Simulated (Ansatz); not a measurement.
Geometry optimisation in Ansatz: input, command and trajectory.

```yaml
crystal:
  lattice:
    - [0.0, 5.0475680675, 5.0475680675]
    - [5.0475680675, 0.0, 5.0475680675]
    - [5.0475680675, 5.0475680675, 0.0]
  atoms:
    - { symbol: Pb, position: [-0.0036243462, -0.0036243462, -0.0036243462] }
    - { symbol: Pb, position: [-0.0036243462, -0.0036243462, 0.5108730385] }
    - { symbol: Pb, position: [-0.0036243462, 0.5108730385, -0.0036243462] }
    - { symbol: Pb, position: [-0.0045349199, 0.50151164, 0.50151164] }
    - { symbol: Pb, position: [0.5108730385, -0.0036243462, -0.0036243462] }
    - { symbol: Pb, position: [0.50151164, -0.0045349199, 0.50151164] }
    - { symbol: Pb, position: [0.50151164, 0.50151164, -0.0045349199] }
    - { symbol: Pb, position: [0.50151164, 0.50151164, 0.50151164] }
    - { symbol: H, position: [0.125, 0.125, 0.125] }
basis:
  ecutwfc: 500
kpoints:
  mp_grid: { grid: [6, 6, 6] }
hamiltonian:
  xc: r2scan
scf:
  occupations: { method: gaussian, width: 0.1 }
output:
  forces: true
  stress: true
  eigenvalues: true
  write_density: true
  write_potential: true
  elf: true
  volumetric_format: npy
relax:
  adjacent_minimum: "off"
  f_tol: 0.025
  max_steps: 70
  cell: { stress_tol: 0.12 }
```

```bash
ansatz run input.yaml --threads 2 --pin off --max-ram 5120MiB --backend cpu --events-out ev --progress --plain --runs-dir out
```

Method: DFT r2SCAN, scalar-relativistic, plane waves, PAW (Ansatz 0.2.0).

Of 5 frames 5 are shown, positions in Å and forces in eV/Å; the SCF threshold varies from step to step. Steps run on the plane waves of an earlier cell, with a Pulay correction in the pressure. The basis is chosen afresh for the last frame, the zero of the energies, and can be on the way; energy and pressure step there, also at an unchanged geometry.

```xyz
9
Lattice="0.0000 5.0476 5.0476 5.0476 0.0000 5.0476 5.0476 5.0476 0.0000" Properties=species:S:1:pos:R:3:forces:R:3 pbc="T T T" step=1 free_energy_over_end_meV_per_atom=1.06 pressure_GPa=0.00
Pb   -0.0366   -0.0366   -0.0366   -0.0510   -0.0510   -0.0510
Pb    2.5604    2.5604   -0.0366    0.0510    0.0510   -0.0510
Pb    2.5604   -0.0366    2.5604    0.0510   -0.0510    0.0510
Pb    5.0628    2.5085    2.5085   -0.0350    0.0350    0.0350
Pb   -0.0366    2.5604    2.5604   -0.0510    0.0510    0.0510
Pb    2.5085    5.0628    2.5085    0.0350   -0.0350    0.0350
Pb    2.5085    2.5085    5.0628    0.0350    0.0350   -0.0350
Pb    5.0628    5.0628    5.0628   -0.0350   -0.0350   -0.0350
H     1.2619    1.2619    1.2619    0.0000    0.0000    0.0000
9
Lattice="0.0000 5.0385 5.0385 5.0385 0.0000 5.0385 5.0385 5.0385 0.0000" Properties=species:S:1:pos:R:3:forces:R:3 pbc="T T T" step=2 free_energy_over_end_meV_per_atom=0.95 pressure_GPa=0.19
Pb   -0.0557   -0.0557   -0.0557    0.0620    0.0620    0.0620
Pb    2.5750    2.5750   -0.0557   -0.0620   -0.0620    0.0620
Pb    2.5750   -0.0557    2.5750   -0.0620    0.0620   -0.0620
Pb    5.0472    2.5106    2.5106   -0.0370    0.0370    0.0370
Pb   -0.0557    2.5750    2.5750    0.0620   -0.0620   -0.0620
Pb    2.5106    5.0472    2.5106    0.0370   -0.0370    0.0370
Pb    2.5106    2.5106    5.0472    0.0370    0.0370   -0.0370
Pb    5.0472    5.0472    5.0472   -0.0370   -0.0370   -0.0370
H     1.2596    1.2596    1.2596    0.0000    0.0000    0.0000
9
Lattice="0.0000 5.0471 5.0471 5.0471 0.0000 5.0471 5.0471 5.0471 0.0000" Properties=species:S:1:pos:R:3:forces:R:3 pbc="T T T" step=3 free_energy_over_end_meV_per_atom=0.33 pressure_GPa=-0.03
Pb   -0.0474   -0.0474   -0.0474    0.0090    0.0090    0.0090
Pb    2.5710    2.5710   -0.0474   -0.0090   -0.0090    0.0090
Pb    2.5710   -0.0474    2.5710   -0.0090    0.0090   -0.0090
Pb    5.0519    2.5188    2.5188   -0.0260    0.0260    0.0260
Pb   -0.0474    2.5710    2.5710    0.0090   -0.0090   -0.0090
Pb    2.5188    5.0519    2.5188    0.0260   -0.0260    0.0260
Pb    2.5188    2.5188    5.0519    0.0260    0.0260   -0.0260
Pb    5.0519    5.0519    5.0519   -0.0260   -0.0260   -0.0260
H     1.2618    1.2618    1.2618    0.0000    0.0000    0.0000
9
Lattice="0.0000 5.0456 5.0456 5.0456 0.0000 5.0456 5.0456 5.0456 0.0000" Properties=species:S:1:pos:R:3:forces:R:3 pbc="T T T" step=4 free_energy_over_end_meV_per_atom=0.00 pressure_GPa=0.02
Pb   -0.0468   -0.0468   -0.0468   -0.0030   -0.0030   -0.0030
Pb    2.5696    2.5696   -0.0468    0.0030    0.0030   -0.0030
Pb    2.5696   -0.0468    2.5696    0.0030   -0.0030    0.0030
Pb    5.0326    2.5358    2.5358   -0.0010    0.0010    0.0010
Pb   -0.0468    2.5696    2.5696   -0.0030    0.0030    0.0030
Pb    2.5358    5.0326    2.5358    0.0010   -0.0010    0.0010
Pb    2.5358    2.5358    5.0326    0.0010    0.0010   -0.0010
Pb    5.0326    5.0326    5.0326   -0.0010   -0.0010   -0.0010
H     1.2614    1.2614    1.2614    0.0000    0.0000    0.0000
9
Lattice="0.0000 5.0456 5.0456 5.0456 0.0000 5.0456 5.0456 5.0456 0.0000" Properties=species:S:1:pos:R:3:forces:R:3 pbc="T T T" step=5 free_energy_over_end_meV_per_atom=0.00 pressure_GPa=0.02
Pb   -0.0468   -0.0468   -0.0468   -0.0030   -0.0030   -0.0030
Pb    2.5696    2.5696   -0.0468    0.0030    0.0030   -0.0030
Pb    2.5696   -0.0468    2.5696    0.0030   -0.0030    0.0030
Pb    5.0326    2.5358    2.5358   -0.0010    0.0010    0.0010
Pb   -0.0468    2.5696    2.5696   -0.0030    0.0030    0.0030
Pb    2.5358    5.0326    2.5358    0.0010   -0.0010    0.0010
Pb    2.5358    2.5358    5.0326    0.0010    0.0010   -0.0010
Pb    5.0326    5.0326    5.0326   -0.0010   -0.0010   -0.0010
H     1.2614    1.2614    1.2614    0.0000    0.0000    0.0000
```

The run took 2.7 min on 2 threads of Arm Neoverse V2, on a shared host, peak memory 1.2 GiB.

Spin–orbit coupling is left out, which can shift energies with elements as heavy as these.